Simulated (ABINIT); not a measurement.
# BaS (Fm-3m): G0W0 in ABINIT against the screening cutoff in the self-energy

Wanted: the cheapest screening cutoff in the self-energy that holds the gap of BaS (Fm-3m).

Main program and level: ABINIT 10.8.3; LDA and many-body steps on it, plane waves.

Report form: the programs' logs are mostly left out.

### Step 1. Set-up

It takes space group Fm-3m (No. 225, cubic). Conventional cell: a = 6.388 Å, b = 6.388 Å, c = 6.388 Å, α = 90.00°, β = 90.00°, γ = 90.00°. Ba has 6 S at 3.19 Å nearest. Nearest to S lie 6 Ba at 3.19 Å. Farther neighbours and most contacts between anions are not listed.

The cell and positions come from the Crystallography Open Database and are kept as given unless a step says otherwise. Spin-orbit coupling is left out unless a step names it.

### Step 2. Screening, 4×4×4 mesh, 113 bands, screening to 176.9 eV

This step: ABINIT 10.8.3; RPA screening on LDA, plane waves, norm-conserving pseudopotentials.

The RPA dielectric matrix is built and inverted for each q.

Input file run.abi:

```
acell 3*1.0 Angstrom
rprim 
  0.000000000000 3.193750000000 3.193750000000
  3.193750000000 0.000000000000 3.193750000000
  3.193750000000 3.193750000000 0.000000000000
ntypat 2
znucl 56 16
natom 2
typat 1 2
xred 
  0.000000000000 0.000000000000 0.000000000000
  0.500000000000 0.500000000000 0.500000000000
pp_dirpath "pseudos"
pseudos "Ba.upf, S.upf"
ecut 21
ngkpt 4 4 4
nshiftk 1
shiftk 0 0 0
kptopt 1
chksymbreak 0
istwfk *1
occopt 1
irdwfk 1
optdriver 3
nband 113
ecuteps 6.5
inclvkb 2
awtr 1
symchi 1
indata_prefix "in"
outdata_prefix "out"
tmpdata_prefix "tmp"
```

On the command line:

```console
$ OMP_NUM_THREADS=1 mpirun -n 4 abinit run.abi > log
```

Elapsed: 20 s, on 4 MPI ranks of Arm Neoverse V2, shared host; peak memory 0.69 GiB.

Numbers from this step:

```yaml
eps_infinity_with_local_fields_on_this_mesh_along_the_program_s_q_direction: 5.133
the_same_without_local_fields: 6.024
plasma_frequency: 18.40 eV
plane_waves_in_the_screening_matrix: 331
```

Local fields lower ε∞ by 15 %.

### Step 3. 0.7 Ha

This step: G0W0 on LDA, plane waves, norm-conserving pseudopotentials.

Edit run.abi of step 2 so:

```diff
@@ -23,8 +23,17 @@
 irdwfk 1
-optdriver 3
+optdriver 4
 nband 113
-ecuteps 6.5
-inclvkb 2
-awtr 1
-symchi 1
+gwcalctyp 0
+ecutsigx 21
+symsigma 1
+nkptgw 2
+kptgw 
+  0.0000000000 0.0000000000 0.0000000000
+  0.5000000000 0.5000000000 0.0000000000
+bdgw 
+  6 12
+  7 10
+ecuteps 0.7
+irdscr 1
+ppmodel 1
 indata_prefix "in"
```

Wall time 2.6 s (4 MPI ranks); peak memory 0.14 GiB; 9.9 s of CPU time.

This step gave:

```yaml
g0w0_gap_on_the_points_computed: 3.251 eV
starting_gap_on_the_mesh: 1.948 eV
k_of_the_valence_top: 0, 0, 0
k_of_the_conduction_bottom: 0.5, 0.5, 0
z_at_the_valence_top: 0.799
z_at_the_conduction_bottom: 0.828
least_direct_g0w0_gap_on_the_computed_points: 3.406 eV
```

### Step 4. 1.3 Ha

Edit run.abi of step 3 so:

```diff
@@ -35,3 +35,3 @@
   7 10
-ecuteps 0.7
+ecuteps 1.3
 irdscr 1
```

The job ended after 2.6 s (4 MPI ranks; peak memory 0.14 GiB; 10 s of CPU time).

This step gave:

| Property | Result |
| --- | --- |
| G0W0 gap on the points computed | 3.227 eV |
| starting gap on the mesh | 1.948 eV |
| k of the valence top | 0, 0, 0 |
| k of the conduction bottom | 0.5, 0.5, 0 |
| Z at the valence top | 0.79 |
| Z at the conduction bottom | 0.825 |
| least direct G0W0 gap on the computed points | 3.376 eV |

### Step 5. 2.3 Ha

The self-energy is evaluated for the states that the input lists, and the levels follow from it, in one-shot runs by the linearised quasiparticle equation.

Edit run.abi of step 4 so:

```diff
@@ -35,3 +35,3 @@
   7 10
-ecuteps 1.3
+ecuteps 2.3
 irdscr 1
```

The job ended after 3 s (4 MPI ranks; peak memory 0.32 GiB).

Numbers from this step:

```
G0W0 gap on the points computed              : 3.35 eV
starting gap on the mesh                     : 1.948 eV
k of the valence top                         : 0, 0, 0
k of the conduction bottom                   : 0.5, 0.5, 0
least direct G0W0 gap on the computed points : 3.495 eV
```

The gap on the mesh goes from 1.95 eV to 3.35 eV, a correction of +1.40 eV.

### Step 6. 3.2 Ha

Edit run.abi of step 5 so:

```diff
@@ -35,3 +35,3 @@
   7 10
-ecuteps 2.3
+ecuteps 3.2
 irdscr 1
```

Wall time 4 s (4 MPI ranks); peak memory 0.55 GiB; 16 s of CPU time.

Numbers from this step:

```
G0W0 gap on the points computed              : 3.445 eV
starting gap on the mesh                     : 1.948 eV
k of the valence top                         : 0, 0, 0
k of the conduction bottom                   : 0.5, 0.5, 0
least direct G0W0 gap on the computed points : 3.588 eV
```

Against the run before, the gap moves by +0.095 eV.

### Step 7. 4.9 Ha

Edit run.abi of step 6 so:

```diff
@@ -35,3 +35,3 @@
   7 10
-ecuteps 3.2
+ecuteps 4.9
 irdscr 1
```

Wall time 10 s (4 MPI ranks); peak memory 0.77 GiB.

Numbers from this step:

```yaml
g0w0_gap_on_the_points_computed: 3.526 eV
starting_gap_on_the_mesh: 1.948 eV
k_of_the_valence_top: 0, 0, 0
k_of_the_conduction_bottom: 0.5, 0.5, 0
least_direct_g0w0_gap_on_the_computed_points: 3.669 eV
```

Against the run before, the gap moves by +0.081 eV.

### Step 8. 6.5 Ha

Edit run.abi of step 7 so:

```diff
@@ -35,3 +35,3 @@
   7 10
-ecuteps 4.9
+ecuteps 6.5
 irdscr 1
```

Wall time 15 s (4 MPI ranks); peak memory 0.85 GiB; 60 s of CPU time.

Numbers from this step:

| Quantity | Value |
| --- | --- |
| G0W0 gap on the points computed | 3.534 eV |
| starting gap on the mesh | 1.948 eV |
| k of the valence top | 0, 0, 0 |
| k of the conduction bottom | 0.5, 0.5, 0 |
| least direct G0W0 gap on the computed points | 3.676 eV |

Against the run before, the gap moves by +0.008 eV.

### Step 9. Side by side

Times are wall times on 4 MPI ranks of Arm Neoverse V2, shared host, good to a factor of about two. A run's time includes the screening step that it read.

| run | mesh | bands | screening cutoff (eV) | DFT gap (eV) | gap on the mesh (eV) | direct (eV) | ε∞ used | time |
| --- | --- | --- | --- | --- | --- | --- | --- | --- |
| 0.7 Ha | 4×4×4 | 113 | 19 | 1.948 | 3.251 | 3.406 | 5.13 | 22 s |
| 1.3 Ha | 4×4×4 | 113 | 35.4 | 1.948 | 3.227 | 3.376 | 5.13 | 22 s |
| 2.3 Ha | 4×4×4 | 113 | 62.6 | 1.948 | 3.350 | 3.495 | 5.13 | 23 s |
| 3.2 Ha | 4×4×4 | 113 | 87.1 | 1.948 | 3.445 | 3.588 | 5.13 | 24 s |
| 4.9 Ha | 4×4×4 | 113 | 133.3 | 1.948 | 3.526 | 3.669 | 5.13 | 30 s |
| 6.5 Ha | 4×4×4 | 113 | 176.9 | 1.948 | 3.534 | 3.676 | 5.13 | 35 s |

### Step 10. Outcome

```yaml
0p7_ha: 3.251 eV
1p3_ha: 3.227 eV
2p3_ha: 3.350 eV
3p2_ha: 3.445 eV
4p9_ha: 3.526 eV
6p5_ha: 3.534 eV
known_limits: not at the basis limit; no spin-orbit coupling
```

The setting moved: screening cutoff in the self-energy. From 0.7 Ha to 6.5 Ha the gap moves by +0.28 eV, not steadily: it passes through 3.23 eV. It holds to 0.03 eV from 4.9 Ha on. Bands and screening cutoff are coupled, so a series along one setting does not show full convergence. Bands and cutoff are finite, so the gap is not at the basis limit. The miss can reach some tenths of an eV and take either sign; the mesh is an error of its own. In the G0W0 runs levels were corrected at 2 k points alone, so a gap called «on the mesh» is the least over those, and an edge elsewhere would be missed. The many-body steps are scalar-relativistic: spin-orbit coupling is not in them.

[Paths, hosts, dates, memory and timing lines, banners, echoed tables and standing remarks are left out of the program output.]

[Logs are printed without paths, hosts, clocks, repeated set-up lines and the standing remarks that a program may print on its own settings, such as how far it seeks lower states.]

[Runs of the session that timed out or met a known fault of the program may be left out.]

[Hosts, paths, dates, database ids (printed as entryN), source tags and the programs' standing remarks are cut or masked in the printed files.]

[G0W0 gaps are taken among the corrected bands and points alone; a level outside them can change the order at an edge.]

[Where Ansatz stands beside ABINIT at settings called matched, ABINIT's density can come from a denser mesh and the files from another edition; pairs whose starting gaps differed by over 0.03 eV were left out, so agreement reads better than it is.]
